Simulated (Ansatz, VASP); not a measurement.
## Two plane-wave programs on P

The input INCAR:

```
SYSTEM = P
PREC     = Accurate       ! precision mode
ENCUT    = 520            ! plane-wave cutoff, eV
EDIFF    = 1E-6           ! SCF threshold, eV
ISMEAR   = 0              ! smearing method
SIGMA    = 0.1            ! smearing width, eV
LREAL    = .False.        ! projectors in reciprocal space
LASPH    = .True.         ! aspherical terms in the spheres
NELM     = 60             ! most SCF steps
ALGO     = Normal         ! electronic algorithm
ISIF     = 2              ! what is computed and relaxed
LWAVE    = .False.        ! write WAVECAR
LCHARG   = .True.         ! write CHGCAR
GGA      = PS             ! functional
LELF     = .True.         ! ELF
LVHAR    = .True.       
NBANDS   = 18             ! bands
```

Contents of KPOINTS:

```
regular mesh
0
Gamma
  6 6 4
  0 0 0
```

POSCAR

```
P
1.0
    1.6550000000     -5.2500000000      0.0000000000
    1.6550000000      5.2500000000      0.0000000000
    0.0000000000      0.0000000000      4.3800000000
P
4
Direct
    0.0980000000      0.9020000000      0.9100000000
    0.5980000000      0.4020000000      0.5900000000
    0.9020000000      0.0980000000      0.0900000000
    0.4020000000      0.5980000000      0.4100000000
```

Input for Ansatz:

```yaml
crystal:
  lattice:
    - [1.655, -5.25, 0.0]
    - [1.655, 5.25, 0.0]
    - [0.0, 0.0, 4.38]
  atoms:
    - { symbol: P, position: [0.098, 0.902, 0.91] }
    - { symbol: P, position: [0.598, 0.402, 0.59] }
    - { symbol: P, position: [0.902, 0.098, 0.09] }
    - { symbol: P, position: [0.402, 0.598, 0.41] }
basis:
  ecutwfc: 420
kpoints:
  mp_grid: { grid: [6, 6, 4] }
hamiltonian:
  xc: pbesol
scf:
  occupations: { method: gaussian, width: 0.1 }
output:
  forces: true
  stress: true
  eigenvalues: true
```

Alike in both runs: task single point; functional PBEsol; k mesh 6 × 6 × 4; occupations gaussian, width 0.1 eV; no spin polarisation.

```csv
,VASP,Ansatz
version,VASP 6.6.1,Ansatz 0.2.0
potentials or method,"VASP PAW PBE potentials, release 64 (P)","scalar-relativistic, plane waves, PAW"
plane-wave cutoff (eV),520,420
valence electrons in the cell,20,20
```

```csv
,VASP,Ansatz,Ansatz less VASP
gap on the k mesh at the Fermi level (eV),0.10,0.12,+0.019
least direct gap on the mesh (eV),0.10,0.12,+0.019
pressure (GPa),3.2,3.3,+0.11
largest component of the traceless stress (GPa),1.13,1.10,-0.028
rms of the force components (eV/Å),0.535,0.544,+0.0092
```

Atom by atom the forces differ by 0.011 eV/Å (rms over components).

Caveats: the PAW data sets were made with another functional, which shifts forces and pressure a little (VASP).
